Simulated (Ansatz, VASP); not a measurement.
**Two plane-wave programs on P**

File INCAR:

```
  PREC = Accurate
  ENCUT = 520
  EDIFF = 1E-7
  ISMEAR = 0
  SIGMA = 0.15
  LREAL = False
  LASPH = True
  NELM = 60
  ALGO = Fast
  ISIF = 2
  LWAVE = False
  LCHARG = False
  GGA = PS
  NBANDS = 8
```

File KPOINTS:

```
Automatic mesh
0
Gamma
  12 12 12
```

Contents of POSCAR:

```
P
1.0
    4.2729048574     -0.2136452429      0.0000000000
   -0.2136452429      4.2729048574      0.0000000000
    0.0000000000      0.0000000000      4.3780000000
P
1
Direct
    0.0000000000      0.0000000000      0.0000000000
```

Input for Ansatz:

```yaml
crystal:
  lattice:
    - [4.2729048574, -0.2136452429, 0.0]
    - [-0.2136452429, 4.2729048574, 0.0]
    - [0.0, 0.0, 4.378]
  atoms:
    - { symbol: P, position: [0.0, 0.0, 0.0] }
basis:
  ecutwfc: 420
kpoints:
  mp_grid: { grid: [12, 12, 12] }
hamiltonian:
  xc: pbesol
scf:
  occupations: { method: gaussian, width: 0.15 }
output:
  forces: true
  stress: true
  eigenvalues: true
```

Change from the starting cell: strain -0.1000 x Voigt [0, 0, 0, 0, 0, 1], atoms carried along.

Alike in both runs: task single point; functional PBEsol; k mesh 12 × 12 × 12; occupations gaussian, width 0.15 eV; no spin polarisation.

|  | VASP | Ansatz |
| --- | --- | --- |
| version | VASP 6.6.1 | Ansatz 0.2.0 |
| potentials or method | VASP PAW PBE potentials, release 64 (P) | scalar-relativistic, plane waves, PAW |
| plane-wave cutoff (eV) | 520 | 420 |
| valence electrons in the cell | 5 | 5 |

```tsv
	VASP	Ansatz	Ansatz less VASP
gap on the k mesh at the Fermi level (eV)	none	none	-
pressure (GPa)	-3.8	-3.8	+0.01
largest component of the traceless stress (GPa)	0.40	0.40	0.000
```

A gap of «none» marks a metal or a gap that the smearing closes. The functional is the same, so the differences come from potentials, cutoffs and numerics.

Caveats: the PAW data sets were made with another functional, which shifts forces and pressure a little (VASP).
